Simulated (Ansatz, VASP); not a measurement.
## Two plane-wave programs on MgO

The input INCAR:

```
SYSTEM = MgO
  PREC = Accurate
  ENCUT = 520
  EDIFF = 1E-6
  ISMEAR = 0
  SIGMA = 0.05
  LREAL = .FALSE.
  LASPH = .TRUE.
  NELM = 100
  ALGO = Normal
  ISIF = 2
  LWAVE = .FALSE.
  LCHARG = .TRUE.
  GGA = PS
  LELF = .TRUE.
  LVHAR = .TRUE.
  NBANDS = 11
```

Contents of KPOINTS:

```
regular mesh
0
G
  10 10 10
  0 0 0
```

The input POSCAR:

```
MgO
1.0
    0.0000000000      2.1351500000      2.1351500000
    2.1992045000      0.0000000000      2.1351500000
    2.1992045000      2.1351500000      0.0000000000
Mg O
1 1
Direct
    0.0000000000      0.0000000000      0.0000000000
    0.5000000000      0.5000000000      0.5000000000
```

Input for Ansatz:

```yaml
crystal:
  lattice:
    - [0.0, 2.13515, 2.13515]
    - [2.1992045, 0.0, 2.13515]
    - [2.1992045, 2.13515, 0.0]
  atoms:
    - { symbol: Mg, position: [0.0, 0.0, 0.0] }
    - { symbol: O, position: [0.5, 0.5, 0.5] }
basis:
  ecutwfc: 420
kpoints:
  mp_grid: { grid: [10, 10, 10] }
hamiltonian:
  xc: pbesol
scf:
  occupations: { method: gaussian, width: 0.05 }
output:
  forces: true
  stress: true
  eigenvalues: true
```

Change from the starting cell: strain +0.0300 x Voigt [1, 0, 0, 0, 0, 0], atoms carried along.

Alike in both runs: task single point; functional PBEsol; k mesh 10 × 10 × 10; occupations gaussian, width 0.05 eV; no spin polarisation.

|  | VASP | Ansatz |
| --- | --- | --- |
| version | VASP 6.6.1 | Ansatz 0.2.0 |
| potentials or method | VASP PAW PBE potentials, release 64 (Mg, O) | scalar-relativistic, plane waves, PAW |
| plane-wave cutoff (eV) | 520 | 420 |
| valence electrons in the cell | 8 | 16 |

```tsv
	VASP	Ansatz	Ansatz less VASP
gap on the k mesh at the Fermi level (eV)	3.94	3.94	+0.005
least direct gap on the mesh (eV)	3.94	3.94	+0.005
pressure (GPa)	-9.8	-9.2	+0.59
largest component of the traceless stress (GPa)	2.42	2.42	+0.002
```

The two sets of potentials don't hold the same shells in valence.

Caveats: the PAW data sets were made with another functional, which shifts forces and pressure a little (VASP).
